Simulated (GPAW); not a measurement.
AlNi:

```
Ni Al
1.0
     2.88100    0.00000    0.00000
     0.00000    2.88100    0.00000
     0.00000    0.00000    2.88100
Ni Al
1 1
Direct
  0.50000 0.50000 0.50000
  0.00000 0.00000 0.00000
```

```yaml
Program: GPAW 26.7.0
Task: single point
Functional: PBE
Potentials_or_basis: GPAW PAW data sets (gpaw-data 1.2.1)
Cutoff: 600 eV
Basis: pw
k_mesh: 9 × 9 × 9
Occupations: fermi-dirac, width 0.05 eV
Spin: collinear spin, ferromagnetic start
Starting_moments: "[1.0, 0.0] μB"
```

On this cell: pressure 2.8 GPa; largest force zero by symmetry; net moment 0.00 μB per cell; band gap on the k mesh none (metal or under the smearing width).

The same run follows on a disturbed copy (atoms moved at random, drawn with an rms of 0.05 Å):

```xyz
2
Lattice="2.8810 0.0000 0.0000 0.0000 2.8810 0.0000 0.0000 0.0000 2.8810" Properties=species:S:1:pos:R:3 pbc="T T T"
Ni    1.4375    1.3671    1.4352
Al    0.0174    0.0316   -0.0066
```

Task: What does the disturbed cell give?

Result: The energy (extrapolated to zero smearing) moves by +17.6 meV/atom; pressure 3.6 GPa; largest force 0.660 eV/Å; net moment 0.00 μB per cell; band gap on the k mesh none (metal or under the smearing width).

Forces in eV/Å, atoms in the order of the input:
```
Ni   0.130  0.647 -0.008
Al  -0.130 -0.647  0.008
```

Stress tensor (GPa, compression positive):
```
 3.80  0.32  0.00
 0.32  3.17 -0.02
 0.00 -0.02  3.83
```

Caveats: the stock nickel data set gives pressures a few GPa off other programs.
